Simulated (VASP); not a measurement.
# GaSb (Immm) in VASP: a series of runs

The runs below take GaSb through single point, with PBE.

Everything below comes from runs of VASP 6.6.1. Logs are shortened: lines on timing, memory, paths and dates and some standing lists are left out, and cuts for length are marked.

## 1. Starting point

Symmetry: Immm, No. 71, orthorhombic system. Conventional cell: a = 3.112 Å, b = 5.350 Å, c = 5.787 Å, α = 90.00°, β = 90.00°, γ = 90.00°. Around Sb (site symmetry mmm) lie 6 Ga at 2.89 to 3.09 Å and 2 Sb at 3.11 Å. Around Ga (site symmetry mmm) lie 6 Sb at 2.89 to 3.09 Å and 2 Ga at 3.11 Å.

Measurements of this composition are mostly on another form, of space group No. 216.

## 2. Single point, PBE, spin-orbit coupling, no magnetisation

File INCAR:

```
SYSTEM = GaSb
ALGO = Normal ; EDIFF = 1E-7
ENCUT = 350 ; GGA = PE
GGA_COMPAT = .False. ; ISIF = 2
ISMEAR = 0 ; LASPH = .True.
LCHARG = .False. ; LNONCOLLINEAR = .True.
LORBIT = 11 ; LREAL = .False.
LSORBIT = .True. ; LWAVE = .False.
MAGMOM = 0 0 0 0 0 0 ; NBANDS = 34
NELM = 100 ; PREC = Accurate
SIGMA = 0.2
```

File KPOINTS:

```
k-points
0
Gamma
  7 7 7
  0 0 0
```

File POSCAR:

```
GaSb
1.0
   -1.5559010000      2.6750030000      2.8933130000
    1.5559010000     -2.6750030000      2.8933130000
    1.5559010000      2.6750030000     -2.8933130000
Sb Ga
1 1
Direct
    0.5000000000      0.5000000000      0.0000000000
    0.0000000000      0.0000000000      0.0000000000
```

Potentials or basis: VASP PAW PBE potentials, release 64 (Sb, Ga_d).

Run with:

```console
cat potpaw_PBE.64/Sb/POTCAR potpaw_PBE.64/Ga_d/POTCAR > POTCAR
mpirun -np 1 vasp_ncl > vasp.out
```

OUTCAR:

```text
SYSTEM = GaSb
   EDIFF = 1E-7
   ENCUT = 350
   GGA = PE
   ISIF = 2
   ISMEAR = 0
   LASPH = .True.
   LNONCOLLINEAR = .True.
   LORBIT = 11
   LREAL = .False.
   LSORBIT = .True.
   NELM = 100
   PREC = Accurate

 Found     64 irreducible k-points:

 Following reciprocal coordinates:
            Coordinates               Weight
  0.000000  0.000000  0.000000      1.000000
  0.142857  0.000000  0.000000      4.000000
  0.285714  0.000000 -0.000000      4.000000
  0.428571  0.000000 -0.000000      4.000000
  0.000000  0.142857 -0.000000      4.000000
  0.142857  0.142857 -0.000000      8.000000
   k-points           NKPTS =     64   k-points in BZ     NKDIM =     64   number of bands    NBANDS=     34
   number of dos      NEDOS =    301   number of ions     NIONS =      2
   total plane-waves  NPLWV =  21952
   dimension x,y,z NGX =    28 NGY =   28 NGZ =   28
   dimension x,y,z NGXF=    56 NGYF=   56 NGZF=   56
   ions per type =               1   1
   NGX,Y,Z   is equivalent  to a cutoff of  10.99, 10.99, 10.99 a.u.
   NGXF,Y,Z  is equivalent  to a cutoff of  21.98, 21.98, 21.98 a.u.
 SYSTEM =  GaSb
   PREC   = accura    normal or accurate (medium, high low for compatibility)
   ISTART =      0    job   : 0-new  1-cont  2-samecut
   ICHARG =      2    charge: 1-file 2-atom 10-const
   ISPIN  =      1    spin polarized calculation?
   LNONCOLLINEAR =      T non collinear calculations
   LSORBIT =      T    spin-orbit coupling
   LASPH  =      T    aspherical Exc in radial PAW
   ENCUT  =  350.0 eV  25.72 Ry    5.07 a.u.   6.46  6.46  6.46*2*pi/ulx,y,z
   NELM   =    100;   NELMIN=  2; NELMDL= -5     # of ELM steps
   EDIFF  = 0.1E-06   stopping-criterion for ELM
   LREAL  =      F    real-space projection
   EDIFFG = 0.1E-05   stopping-criterion for IOM
   NSW    =      0    number of steps for IOM
   IBRION =     -1    ionic relax: 0-MD 1-quasi-New 2-CG
   NFREE  =      0    steps in history (QN), initial steepest desc. (CG)
   ISIF   =      2    stress and relaxation
   ISYM   =      2    0-nonsym 1-usesym 2-fastsym
   POTIM  = 0.5000    time-step for ionic-motion
   TEBEG  =    0.0;   TEEND  =   0.0 temperature during run
   PSTRESS=    0.0 pullay stress
   NELECT =      18.0000    total number of electrons
   NUPDOWN=      -1.0000    fix difference up-down
   EMIN   =  10.00;   EMAX   =-10.00  energy-range for DOS
   EFERMI =   0.00;   METHOD = LEGACY
   ISMEAR =     0;   SIGMA  =   0.20  broadening in eV -4-tet -1-fermi 0-gaus
   EFERMI_NEDOS =   21; number of points for ismear=-14 and -15
   IALGO  =     38    algorithm
   IMIX   =      4    mixing-type and parameters
     AMIX     =   0.40;   BMIX     =  1.00
     AMIX_MAG =   1.60;   BMIX_MAG =  1.00
  volume/ion in A,a.u.               =      24.08       162.53
  Fermi-wavevector in a.u.,A,eV,Ry     =   1.179176  2.228319 18.918287  1.390455
  Thomas-Fermi vector in A             =   2.315491
   LORBIT       =     11    0 simple, 1 ext, 2 COOP (PROOUT), +10 PAW based schemes
   GGA     = PE    functional components
   LHFCALC =     F    Hartree Fock is set to
   AEXX    =    0.0000 exact exchange contribution
   IVDW    =     0    specifies the selected vdW correction
   LEPSILON=     F    determine dielectric tensor
   LRPA    =     F    only Hartree local field effects (RPA)
 Gauss-broadening in eV      SIGMA  =   0.20
  energy-cutoff  :      350.00
  volume of cell :       48.17
 maximum number of plane-waves:      1458
 NGX is ok and might be reduce to    28
   NGX = 13   NGY = 13   NGZ = 13

 number of electron      18.0000000 magnetization       0.0000000      0.0000000      0.0000000

 number of electron      17.9999986 magnetization      -0.0000000      0.0000000      0.0000000

 number of electron      17.9999986 magnetization       0.0000000     -0.0000000     -0.0000000

 Free energy of the ion-electron system (eV)
  ---------------------------------------------------
  ext. energy  EPLUGINS =         0.00000000
  ---------------------------------------------------
  free energy    TOTEN  =        -7.11044162 eV

  energy without entropy =       -7.10077541  energy(sigma->0) =       -7.10560852

 E-fermi :   6.5534     XC(G=0): -10.2485

 val. band max:        6.5063188074   @ k =   0.0000   0.4286  -0.0000
 cond. band min:       6.6408392099   @ k =  -0.1429   0.2857   0.1429
 fundamental gap:      0.1345204025
 Fermi energy:         6.5533598312

 k-point     1 :       0.0000    0.0000    0.0000
  band No.  band energies     occupation
      1      -8.5855      1.00000
      2      -8.5855      1.00000
      3      -8.5491      1.00000
      4      -8.5491      1.00000
      5      -8.1361      1.00000
      6      -8.1361      1.00000
[... 22 lines left out ...]
     29      15.6712      0.00000
     30      15.6712      0.00000

 k-point     2 :       0.1429    0.0000    0.0000
  band No.  band energies     occupation
      1      -8.5850      1.00000
      2      -8.5850      1.00000
      3      -8.5496      1.00000
      4      -8.5496      1.00000
      5      -8.1355      1.00000
      6      -8.1355      1.00000
[... 22 lines left out ...]
     29      16.2534      0.00000
     30      16.2534      0.00000

 k-point     3 :       0.2857    0.0000   -0.0000
  band No.  band energies     occupation
      1      -8.5837      1.00000
      2      -8.5837      1.00000
      3      -8.5508      1.00000
      4      -8.5508      1.00000
      5      -8.1342      1.00000
      6      -8.1342      1.00000
[... 22 lines left out ...]
     29      15.7683      0.00000
     30      15.7683      0.00000

 k-point     4 :       0.4286    0.0000   -0.0000
  band No.  band energies     occupation
      1      -8.5829      1.00000
      2      -8.5829      1.00000
      3      -8.5518      1.00000
      4      -8.5518      1.00000
      5      -8.1334      1.00000
      6      -8.1334      1.00000
[... 22 lines left out ...]
     29      16.2649      0.00000
     30      16.2649      0.00000

 k-point     5 :       0.0000    0.1429   -0.0000
  band No.  band energies     occupation
      1      -8.5779      1.00000
      2      -8.5779      1.00000
      3      -8.5492      1.00000
      4      -8.5492      1.00000
      5      -8.1296      1.00000
      6      -8.1296      1.00000
[... 22 lines left out ...]
     29      15.0873      0.00000
     30      15.0873      0.00000

 k-point     6 :       0.1429    0.1429   -0.0000
  band No.  band energies     occupation
      1      -8.5773      1.00000
      2      -8.5773      1.00000
      3      -8.5501      1.00000
      4      -8.5501      1.00000
      5      -8.1289      1.00000
      6      -8.1289      1.00000
[... 22 lines left out ...]
     29      16.2197      0.00000
     30      16.2197      0.00000

 [... further k-points ...]

 [bands above 30 left out]

------------------------ aborting loop because EDIFF is reached ----------------------------------------

  FORCE on cell =-STRESS in cart. coord.  units (eV):
  Direction    XX          YY          ZZ          XY          YZ          ZX
  --------------------------------------------------------------------------------------
  -------------------------------------------------------------------------------------
  Total        0.0776976     -0.0693867     -0.2371045     -0.0000000      0.0000000      0.0000000
  in kB        2.5843808     -2.3079429     -7.8865818     -0.0000000      0.0000000      0.0000000
  external PRESSURE =      -2.5367146 kB  Pullay stress =       0.0000000 kB

 VOLUME and BASIS-vectors are now :
 -----------------------------------------------------------------------------
  energy-cutoff  :      350.00
  volume of cell :       48.17
      direct lattice vectors                 reciprocal lattice vectors
    -1.555901000  2.675003000  2.893313000     0.000000000  0.186915678  0.172812274
     1.555901000 -2.675003000  2.893313000     0.321357207  0.000000000  0.172812274
     1.555901000  2.675003000 -2.893313000     0.321357207  0.186915678  0.000000000

 POSITION                                       TOTAL-FORCE (eV/Angst)
 -----------------------------------------------------------------------------------
      0.00000      0.00000      2.89331        -0.000000      0.000000     -0.000000
      0.00000      0.00000      0.00000         0.000000     -0.000000      0.000000
 -----------------------------------------------------------------------------------
    total drift:                                0.000000     -0.000000     -0.000000

  FREE ENERGIE OF THE ION-ELECTRON SYSTEM (eV)
  ---------------------------------------------------
  free  energy   TOTEN  =        -7.1104416247 eV

  energy  without entropy=       -7.1007754131  energy(sigma->0) =       -7.10560852

 Spin-Orbit-Coupling matrix elements

 Ion:    1  E_soc:     -0.1378061
 l=   1
     0.0000000    -0.0248883    -0.0215930
    -0.0248883     0.0000000    -0.0220094
    -0.0215930    -0.0220094     0.0000000
 l=   2
     0.0000000    -0.0000177     0.0000000    -0.0000150    -0.0001530
    -0.0000177     0.0000000    -0.0000806    -0.0000146    -0.0000213
     0.0000000    -0.0000806     0.0000000    -0.0000835     0.0000000
    -0.0000150    -0.0000146    -0.0000835     0.0000000    -0.0000267
    -0.0001530    -0.0000213     0.0000000    -0.0000267     0.0000000
 l=   3
     0.0000000     0.0000000     0.0000000     0.0000000     0.0000000     0.0000000     0.0000000
     0.0000000     0.0000000     0.0000000     0.0000000     0.0000000     0.0000000     0.0000000
     0.0000000     0.0000000     0.0000000     0.0000000     0.0000000     0.0000000     0.0000000
     0.0000000     0.0000000     0.0000000     0.0000000     0.0000000     0.0000000     0.0000000
     0.0000000     0.0000000     0.0000000     0.0000000     0.0000000     0.0000000     0.0000000
     0.0000000     0.0000000     0.0000000     0.0000000     0.0000000     0.0000000     0.0000000
     0.0000000     0.0000000     0.0000000     0.0000000     0.0000000     0.0000000     0.0000000

 Ion:    2  E_soc:     -0.0111581
 l=   1
     0.0000000    -0.0011046    -0.0009982
    -0.0011046     0.0000000    -0.0010856
    -0.0009982    -0.0010856     0.0000000
 l=   2
     0.0000000    -0.0001584     0.0000000    -0.0001591    -0.0006572
    -0.0001584     0.0000000    -0.0004505    -0.0001687    -0.0001600
     0.0000000    -0.0004505     0.0000000    -0.0004695     0.0000000
    -0.0001591    -0.0001687    -0.0004695     0.0000000    -0.0001673
    -0.0006572    -0.0001600     0.0000000    -0.0001673     0.0000000
 l=   3
     0.0000000     0.0000000     0.0000000     0.0000000     0.0000000     0.0000000     0.0000000
     0.0000000     0.0000000     0.0000000     0.0000000     0.0000000     0.0000000     0.0000000
     0.0000000     0.0000000     0.0000000     0.0000000     0.0000000     0.0000000     0.0000000
     0.0000000     0.0000000     0.0000000     0.0000000     0.0000000     0.0000000     0.0000000
     0.0000000     0.0000000     0.0000000     0.0000000     0.0000000     0.0000000     0.0000000
     0.0000000     0.0000000     0.0000000     0.0000000     0.0000000     0.0000000     0.0000000
     0.0000000     0.0000000     0.0000000     0.0000000     0.0000000     0.0000000     0.0000000

 total charge

# of ion       s       p       d       tot
------------------------------------------
    1        1.199   1.159   0.036   2.394
    2        1.015   0.517   9.952  11.484
--------------------------------------------------
tot          2.214   1.676   9.987  13.877

 magnetization (x)

# of ion       s       p       d       tot
------------------------------------------
    1        0.000   0.000   0.000   0.000
    2        0.000   0.000   0.000   0.000
--------------------------------------------------
tot          0.000   0.000   0.000   0.000

 magnetization (y)

# of ion       s       p       d       tot
------------------------------------------
    1        0.000   0.000   0.000   0.000
    2        0.000   0.000   0.000   0.000
--------------------------------------------------
tot          0.000   0.000   0.000   0.000

 magnetization (z)

# of ion       s       p       d       tot
------------------------------------------
    1        0.000   0.000   0.000   0.000
    2        0.000   0.000   0.000   0.000
--------------------------------------------------
tot          0.000   0.000   0.000   0.000
```

It took 2.8 min on 1 thread of Intel Xeon Platinum 8259CL at 2.50GHz (Skylake/Cascade Lake), shared host; peak memory 0.29 GiB.

These settings aren't checked as converged: the numbers below hold their error.

What came out:

```yaml
Free_energy: -7.1104 eV
Pressure: -0.3 GPa
Valence_electrons_inside_the_program's_atomic_spheres: Sb 2.39; Ga 11.48
```

Caveat: the cutoff is under 1.25 times the usual one of these potentials, so pressure, stress and relaxed cells hold a basis-set (Pulay) error.

## 3. Single point, PBE, spin-orbit coupling, no magnetisation

Edit INCAR of step 2 so:

```diff
@@ -2,3 +2,3 @@
 ALGO = Normal ; EDIFF = 1E-7
-ENCUT = 350 ; GGA = PE
+ENCUT = 400 ; GGA = PE
 GGA_COMPAT = .False. ; ISIF = 2
@@ -10,2 +10,2 @@
 NELM = 100 ; PREC = Accurate
-SIGMA = 0.2
+SIGMA = 0.02
```

KPOINTS is that of step 2.

POSCAR is that of step 2.

Potentials or basis: VASP PAW PBE potentials, release 64 (Sb, Ga_d).

Run with:

```console
cat potpaw_PBE.64/Sb/POTCAR potpaw_PBE.64/Ga_d/POTCAR > POTCAR
mpirun -np 1 vasp_ncl > vasp.out
```

Wall time 3.1 min (1 thread of Intel Xeon Platinum 8259CL at 2.50GHz (Skylake/Cascade Lake), shared host); peak memory 0.3 GiB.

The run converged, but some of its settings lie outside the range that counts as converged, so its numbers aren't taken as properties of the crystal.

Results:

```
Free energy                                           : -7.1051 eV
Pressure                                              : -0.3 GPa
Valence electrons inside the program's atomic spheres : Sb 2.39; Ga 11.48
```
